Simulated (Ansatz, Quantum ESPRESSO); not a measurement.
# 2H-WS2, 2 layers, AA' stacking: the dipole at a withheld member of a series

**Set-up.** Quantum ESPRESSO 7.5, PBE, PseudoDojo fully relativistic norm-conserving. Cell and atoms are relaxed without a field with a D3(BJ) correction and then held. Sawtooth field with dipole correction, 17 Å of vacuum in the starting cell, Fermi-Dirac smearing of 0.002 Ry; bands along a path at each field. Spin-orbit coupling with fully relativistic files. The series steps the field along the normal.

```tsv
field along the normal	dipole (e Å)
0 V/Å	0.0000
0.1 V/Å	0.0492
0.2 V/Å	0.0984
0.3 V/Å	0.1475
```

One more run was made and is withheld. What is the dipole at 0.4 V/Å?

**Fit.** The rows at 0.2 V/Å and 0.3 V/Å give a slope of (0.1475 − (0.0984))/(0.3 − (0.2)) = 0.491, so a straight line gives 0.1966 e Å. A parabola through these and the row at 0.1 V/Å gives 0.1965 e Å.

**The withheld run.** 0.1967 e Å. The line misses by −0.0001 and the parabola by −0.0002 e Å. Both misses are under 5 % of the step from the nearer row.

**Limits.** Ions are held; semilocal gaps are too small; in strong fields empty levels can belong to the vacuum; one stacking. Members without a usable value, or on the other side of zero field or charge, are not listed.

[Logs are printed without paths, hosts, clocks, repeated set-up lines and the standing remarks that a program may print on its own settings, such as how far it seeks lower states.]
